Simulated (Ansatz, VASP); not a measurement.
## Al: VASP beside Ansatz

```
Al
1.0
     2.29610    0.00000    0.00000
     0.00000    2.29610    0.00000
     0.00000    0.00000    2.29610
Al
1
Cartesian
  0.0000 0.0000 0.0000
```

Change from the starting cell: volume scaled by 0.6, LAPW.

Alike in both runs: task single point; functional PBE; k mesh 16 × 16 × 16; occupations fermi-dirac, width 0.08 eV; no spin polarisation.

|  | VASP | Ansatz |
| --- | --- | --- |
| version | VASP 6.6.1 | Ansatz 0.2.0 |
| potentials or method | VASP PAW PBE potentials, release 64 (Al), cutoff 520 eV | all-electron LAPW, scalar-relativistic |

```tsv
	VASP	Ansatz	Ansatz less VASP
pressure (GPa)	82.5	81.7	-0.72
```

Ansatz ran all-electron here, so the differences hold the error of VASP's frozen core and of both bases.

Caveats: the cell as given lies far from equilibrium; so large a pressure means that the cell lies far from this level's equilibrium, or that cutoff or potentials fall short (VASP).
